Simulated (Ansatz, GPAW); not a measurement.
# Ballistic transport through pyrazine between two Ir chains, from relaxation to T(E)

Aim: the conductance of pyrazine between two Ir chains after relaxation, and whether geometry, basis or functional moves it most.

Method: Ansatz plane waves; relaxation of the junction with the lead ends held, in the first sound run; inputs show where later runs differ, in GPAW 26.7.0 and Ansatz 0.2.0.

Report form: the programs' logs are mostly left out.

## Step 1: Set-up

The cell holds 26 atoms: 16 Ir, 2 N, 4 H and 4 C. Cell: a = 10.631 Å, b = 9.000 Å, c = 41.456 Å, α = 90.0°, β = 90.0°, γ = 90.0°. Regions: left lead, 8 atoms (8 Ir); channel, 10 atoms (2 N, 4 H and 4 C); right lead, 8 atoms (8 Ir). Vacuum lies along a and b. The structure is stacked along c, and the current runs across the ab planes.

## Step 2: Relaxation

Transmission follows bond lengths closely, so the atoms between the held lead ends are relaxed first, from a slightly shaken start that lets symmetry break.

input.yaml

```yaml
crystal:
  lattice:
    - [10.6314709933, 0.0, 0.0]
    - [0.0, 9.0, 0.0]
    - [0.0, 0.0, 41.4556502857]
  atoms:
    - { symbol: Ir, position: [0.5, 0.5, 0.0277404887] }
    - { symbol: Ir, position: [0.5, 0.5, 0.0832214662] }
    - { symbol: Ir, position: [0.5, 0.5, 0.1387024437] }
    - { symbol: Ir, position: [0.5, 0.5, 0.1941834212] }
    - { symbol: Ir, position: [0.5, 0.5, 0.2496643987] }
    - { symbol: Ir, position: [0.5, 0.5, 0.3051453762] }
    - { symbol: Ir, position: [0.4945678321, 0.4899373492, 0.3614617981] }
    - { symbol: Ir, position: [0.5044098749, 0.5044317246, 0.4157964501] }
    - { symbol: "N", position: [0.4997943229, 0.4990282728, 0.4667891384] }
    - { symbol: H, position: [0.6967643439, 0.5001949834, 0.4701334838] }
    - { symbol: H, position: [0.3095347063, 0.5012480108, 0.4688354892] }
    - { symbol: C, position: [0.3923806939, 0.4985777985, 0.4821409941] }
    - { symbol: C, position: [0.6016352311, 0.5004959945, 0.4825364519] }
    - { symbol: C, position: [0.3937608859, 0.4973328862, 0.5172881652] }
    - { symbol: C, position: [0.6099057673, 0.501274305, 0.515839177] }
    - { symbol: H, position: [0.2999361479, 0.5071401972, 0.5303402757] }
    - { symbol: H, position: [0.7000864689, 0.4992077838, 0.5295256772] }
    - { symbol: "N", position: [0.5000107759, 0.4958890021, 0.5342349844] }
    - { symbol: Ir, position: [0.5046444026, 0.503004253, 0.5861367318] }
    - { symbol: Ir, position: [0.5010464631, 0.5011609938, 0.6387203328] }
    - { symbol: Ir, position: [0.5, 0.5, 0.6948546238] }
    - { symbol: Ir, position: [0.5, 0.5, 0.7503356013] }
    - { symbol: Ir, position: [0.5, 0.5, 0.8058165788] }
    - { symbol: Ir, position: [0.5, 0.5, 0.8612975563] }
    - { symbol: Ir, position: [0.5, 0.5, 0.9167785338] }
    - { symbol: Ir, position: [0.5, 0.5, 0.9722595113] }
kpoints:
  mp_grid: { grid: [1, 1, 2] }
hamiltonian:
  xc: pbe
scf:
  occupations: { method: fermi_dirac, width: 0.1 }
relax:
  f_tol: 0.03
  max_steps: 80
  constraints: [{ sites: [0, 1, 2, 3, 4, 5, 20, 21, 22, 23, 24, 25] }]
```

Started as:

```
> ansatz run input.yaml --threads 4 --pin off --max-ram 8192MiB --backend cpu --events-out ev --progress --plain --runs-dir out
```

It took 11 min on 4 threads of Arm Neoverse N1, shared host; peak memory 6.2 GiB; 43 min of CPU time.

The steps of the relaxation:

```
step  energy less that of the first step (eV)  largest force component (eV/Å)
   1                                   0.0000                          6.3897
   2                                  -0.6856                          2.3405
   3                                  -0.9991                          1.2283
   4                                  -1.2424                          0.6670
   5                                  -1.3845                          0.4953
   6                                  -1.4582                          0.3866
   7                                  -1.4892                          0.2573
   8                                  -1.5154                          0.2359
   9                                  -1.5296                          0.2263
  10                                  -1.5404                          0.0604
  11                                  -1.5427                          0.1278
  12                                  -1.5446                          0.0725
  13                                  -1.5456                          0.0083
  14                                  -1.5456                          0.0083
  15                                  -1.5459                          0.0157
```

The atoms that moved most (Å):

```
atom      dx      dy      dz  length
Ir20  -0.976  -0.140   0.166   1.000
 Ir7  -0.907  -0.030  -0.174   0.924
 H11  -0.480  -0.224   0.064   0.534
 H17  -0.470   0.067   0.006   0.475
 H16  -0.378  -0.278  -0.024   0.470
 C15  -0.461  -0.014   0.043   0.464
 C14  -0.428  -0.127  -0.017   0.447
 H10  -0.436   0.057   0.012   0.440
```

This step gave:

- free energy: -192739.4036 eV
- smearing term TS: 1.680 eV
- symmetry operations: 1

The relaxation lowered the energy of the cell by 1.55 eV.

## Step 3: Plane-wave reference (PBE)

Plane waves give the reference curve, free of the bias of atom-centred orbitals.

This step: Ansatz plane waves; Landauer transmission by layers, zero bias (Ansatz 0.2.0).

input.yaml

```yaml
crystal:
  lattice:
    - [10.6314709933, 0.0, 0.0]
    - [0.0, 9.0, 0.0]
    - [0.0, 0.0, 41.4556502857]
  atoms:
    - { symbol: Ir, position: [0.5, 0.5, 0.0277404887] }
    - { symbol: Ir, position: [0.5, 0.5, 0.0832214662] }
    - { symbol: Ir, position: [0.5, 0.5, 0.1387024437] }
    - { symbol: Ir, position: [0.5, 0.5, 0.1941834212] }
    - { symbol: Ir, position: [0.5, 0.5, 0.2496643987] }
    - { symbol: Ir, position: [0.5, 0.5, 0.3051453762] }
    - { symbol: Ir, position: [0.4092338453, 0.4865834216, 0.3572696918] }
    - { symbol: Ir, position: [0.4762543452, 0.4943719814, 0.4098371026] }
    - { symbol: "N", position: [0.4599721267, 0.4916606125, 0.4645863743] }
    - { symbol: H, position: [0.6557953271, 0.5065817379, 0.4704306345] }
    - { symbol: H, position: [0.2643420717, 0.4763187362, 0.4703875009] }
    - { symbol: C, position: [0.3534831535, 0.483214849, 0.4832414026] }
    - { symbol: C, position: [0.5664499182, 0.4997225788, 0.4832346479] }
    - { symbol: C, position: [0.3535058647, 0.4831786292, 0.5168877543] }
    - { symbol: C, position: [0.5665013994, 0.4997227453, 0.5168714242] }
    - { symbol: H, position: [0.2644029016, 0.4762407999, 0.529755893] }
    - { symbol: H, position: [0.6558408352, 0.5066201797, 0.5296741201] }
    - { symbol: "N", position: [0.4600336665, 0.4916097932, 0.5355286345] }
    - { symbol: Ir, position: [0.4763881973, 0.4943381699, 0.5901467453] }
    - { symbol: Ir, position: [0.4092465598, 0.4856295195, 0.6427224322] }
    - { symbol: Ir, position: [0.5, 0.5, 0.6948546238] }
    - { symbol: Ir, position: [0.5, 0.5, 0.7503356013] }
    - { symbol: Ir, position: [0.5, 0.5, 0.8058165788] }
    - { symbol: Ir, position: [0.5, 0.5, 0.8612975563] }
    - { symbol: Ir, position: [0.5, 0.5, 0.9167785338] }
    - { symbol: Ir, position: [0.5, 0.5, 0.9722595113] }
kpoints:
  mp_grid: { grid: [1, 1, 2] }
hamiltonian:
  xc: pbe
scf:
  occupations: { method: fermi_dirac, width: 0.1 }
output:
  transmission:
    leads: [[0, 1]]
    e_range: [-2, 2]
    de: 0.025
    kmesh: [1, 1]
    reduced_basis: true
  write_potential: true
  write_density: true
  volumetric_format: npy
```

Wall time 7.6 min (4 threads); peak memory 6.5 GiB.

Numbers from this step:

```yaml
free_energy: -192739.4035 eV
lead_level: 0 eV from the Fermi level
transmission_at_the_fermi_level_one_spin: 0.5683
open_channels_of_the_lead_at_the_fermi_level_one_spin: 6
step_of_the_potential_along_the_lead: 7.4 meV
offset_of_the_lead: 0 Å
filling_of_the_lead_less_its_bulk_value_in_size: 5.6 meV
conductance: 0.6181 G₀
```

One spin. Table of transmission, zone mean by energy, zero at the Fermi level:

energy (eV), transmission, zone mean and a bar:
```
   -2.000       0.02 #
   -1.900       0.02 #
   -1.800       0.02 #
   -1.700       0.02 #
   -1.600       0.02 
   -1.500       0.02 
   -1.400       0.02 
   -1.300       0.01 
   -1.200       0.01 
   -1.100       0.01 
   -1.000       0.01 
   -0.900       0.01 
   -0.800       0.02 
   -0.700       0.02 
   -0.600       0.03 #
   -0.500       0.08 ##
   -0.400       0.67 ####################
   -0.300       1.00 ##############################
   -0.275       1.01 ##############################
   -0.200       0.84 #########################
   -0.100       0.61 ##################
    0.000       0.57 #################
    0.100       0.97 #############################
    0.150       1.00 ##############################
    0.200       0.99 #############################
    0.300       0.85 #########################
    0.400       0.61 ##################
    0.500       0.44 #############
    0.600       0.36 ###########
    0.700       0.36 ###########
    0.800       0.45 #############
    0.900       0.72 #####################
    0.975       1.00 ##############################
    1.000       0.98 #############################
    1.100       0.42 ############
    1.200       0.14 ####
    1.300       0.06 ##
    1.400       0.03 #
    1.500       0.02 
    1.600       0.01 
    1.700       0.01 
    1.800       0.00 
    1.900       0.00 
    2.000       0.00
```

One spin. Table of open channels, zone mean by energy, zero at the Fermi level:

```
energy (eV)  open channels, zone mean
     -2.000                         3
     -1.900                         4
     -1.800                         4
     -1.700                         4
     -1.600                         4
     -1.500                         4
     -1.400                         6
     -1.300                         6
     -1.200                         6
     -1.100                         6
     -1.000                         6
     -0.900                         6
     -0.800                         6
     -0.700                         6
     -0.600                         6
     -0.500                         6
     -0.400                         6
     -0.300                         6
     -0.200                         6
     -0.100                         6
      0.000                         6
      0.100                         4
      0.200                         4
      0.300                         4
      0.400                         4
      0.500                         4
      0.600                         4
      0.700                         4
      0.800                         4
      0.900                         4
      1.000                         3
      1.100                         3
      1.200                         3
      1.300                         3
      1.400                         3
      1.500                         3
      1.600                         3
      1.700                         3
      1.800                         3
      1.900                         3
      2.000                         3
```

Crystal 0, spin -, k parallel (0, 0); distinct values, listed up to 1.5 1/Å. Im kz of the slowest decaying states against energy, zero at the Fermi level:

```
energy (eV)  decay 1 (Å⁻¹)  decay 2 (Å⁻¹)  decay 3 (Å⁻¹)  decay 4 (Å⁻¹)
     -2.000         0.0644          0.551          0.551           1.32
     -1.800          0.448          0.448           1.30           1.31
     -1.600          0.304          0.304           1.28           1.29
     -1.400           1.26           1.27           1.34           1.43
     -1.200           1.23           1.25           1.32           1.41
     -1.000           1.21           1.23           1.29           1.40
     -0.800           1.19           1.21           1.27           1.38
     -0.600           1.17           1.19           1.25           1.36
     -0.400           1.15           1.17           1.23           1.34
     -0.200           1.12           1.15           1.21           1.32
      0.000           1.10           1.12           1.19           1.30
      0.200          0.245          0.245           1.08           1.10
      0.400          0.368          0.368           1.05           1.08
      0.600          0.451          0.451           1.03           1.05
      0.800          0.515          0.515           1.00           1.03
      1.000         0.0928          0.567          0.979           1.00
      1.200          0.196          0.610          0.953          0.978
      1.400          0.257          0.648          0.926          0.952
      1.600          0.303          0.680          0.899          0.926
      1.800          0.339          0.709          0.872          0.900
      2.000          0.370          0.735          0.735          0.844
```

Crystal 0, spin -, k parallel (0, 0). The Re kz of states that move upwards by energy, zero at the Fermi level:

```
energy (eV)  channel 1 (Å⁻¹)  channel 2 (Å⁻¹)  channel 3 (Å⁻¹)  channel 4 (Å⁻¹)  channel 5 (Å⁻¹)  channel 6 (Å⁻¹)
    -2.0000           -0.681           -0.681            0.707                -                -                -
    -1.7500           -0.641           -0.641            0.286            0.728                -                -
    -1.5000           -0.601           -0.601            0.411            0.749                -                -
    -1.2500           -0.563           -0.563            0.337            0.337            0.508            0.771
    -1.0000           -0.526           -0.526            0.527            0.527            0.589            0.795
    -0.7500           -0.489           -0.489            0.659            0.681            0.681            0.822
    -0.5000           -0.452           -0.452            0.719            0.827            0.827            0.854
    -0.2500           -0.416           -0.416            0.768            0.897            0.984            0.984
     0.0000           -0.380           -0.380            0.805            0.950             1.21             1.21
     0.2500           -0.344           -0.344            0.834             1.01                -                -
     0.5000           -0.308           -0.308            0.858             1.09                -                -
     0.7500           -0.271           -0.271            0.880             1.19                -                -
     1.0000           -0.234           -0.233            0.901                -                -                -
     1.2500           -0.195           -0.194            0.921                -                -                -
     1.5000           -0.154           -0.153            0.940                -                -                -
     1.7500           -0.109           -0.108            0.960                -                -                -
     2.0000          -0.0511          -0.0507            0.979                -                -                -
```

The electrostatic potential energy of an electron (with the applied field's), less the Fermi level, planar mean oscillates, so the rows of the table below give means over windows of 2.3 Å about each position, cut where the curve ends. Its first 14 maxima inside the range that stand out by 2 % of the span (Å: eV): 2.3: 5.35, 4.6: 5.34, 6.9: 5.32, 9.2: 5.27, 11.5: 5.18, 13.7: 4.83, 15.8: 4.75, 18.3: 4.39, 20.7: 3.50, 23.2: 4.39, 25.6: 4.75, 27.8: 4.83, 29.9: 5.18, 32.2: 5.27. Its first 14 minima: 1.2: 3.80, 3.5: 3.78, 5.8: 3.78, 8.1: 3.75, 10.4: 3.67, 12.7: 3.53, 14.8: 3.36, 17.0: 3.14, 19.9: 2.12, 21.6: 2.12, 24.5: 3.14, 26.6: 3.36, 28.8: 3.53, 31.1: 3.67.

The electrostatic potential energy of an electron (with the applied field's), less the Fermi level, planar mean by z; means over each step:

z (Å), electrostatic potential energy of an electron (with the applied field's), less the Fermi level, planar mean (eV) and a bar from the least value:
```
     1.15       4.57 ##############################
     3.45       4.56 ##############################
     5.75       4.55 ##############################
     8.05       4.52 #############################
    10.35       4.44 ############################
    12.65       4.28 #########################
    14.95       4.09 #####################
    17.25       3.81 ################
    19.55       2.99 
    21.85       2.96 
    24.15       3.81 ################
    26.45       4.08 #####################
    28.75       4.27 ########################
    31.05       4.44 ############################
    33.35       4.51 #############################
    35.65       4.55 ##############################
    37.95       4.56 ##############################
    40.25       4.54 #############################
```

The valence density, planar mean oscillates, so the rows of the table below give means over windows of 2.3 Å about each position, cut where the curve ends. Its first 14 maxima inside the range that stand out by 2 % of the span (Å: e/Å³): 1.2: 0.152, 3.5: 0.152, 5.8: 0.152, 8.1: 0.152, 10.4: 0.152, 12.7: 0.152, 14.8: 0.152, 17.0: 0.153, 19.6: 0.105, 21.9: 0.105, 24.5: 0.153, 26.6: 0.152, 28.8: 0.152, 31.1: 0.152. Its first 14 minima: 2.3: 0.0235, 4.6: 0.0234, 6.9: 0.0235, 9.2: 0.0235, 11.5: 0.0237, 13.7: 0.0268, 15.8: 0.0278, 18.3: 0.0130, 20.7: 0.0548, 23.2: 0.0131, 25.6: 0.0278, 27.8: 0.0268, 29.9: 0.0237, 32.2: 0.0235.

The valence density, planar mean by z; means over each step:

```
z (Å)  valence density, planar mean (e/Å³)
 1.15                               0.0773
 3.45                               0.0772
 5.75                               0.0773
 8.05                               0.0773
10.35                               0.0773
12.65                               0.0782
14.95                               0.0790
17.25                               0.0754
19.55                               0.0665
21.85                               0.0676
24.15                               0.0750
26.45                               0.0791
28.75                               0.0783
31.05                               0.0773
33.35                               0.0773
35.65                               0.0773
37.95                               0.0772
40.25                               0.0794
```

T at the Fermi level is 0.568 of 6 open channels a spin, without spin-orbit coupling, which is large for these atoms.

[end of part 1 of 3]

[Logs are printed without paths, hosts, clocks, repeated set-up lines and the standing remarks that a program may print on its own settings, such as how far it seeks lower states.]

[Hosts, paths, dates, database ids (printed as entryN), source tags and the programs' standing remarks are cut or masked in the printed files.]
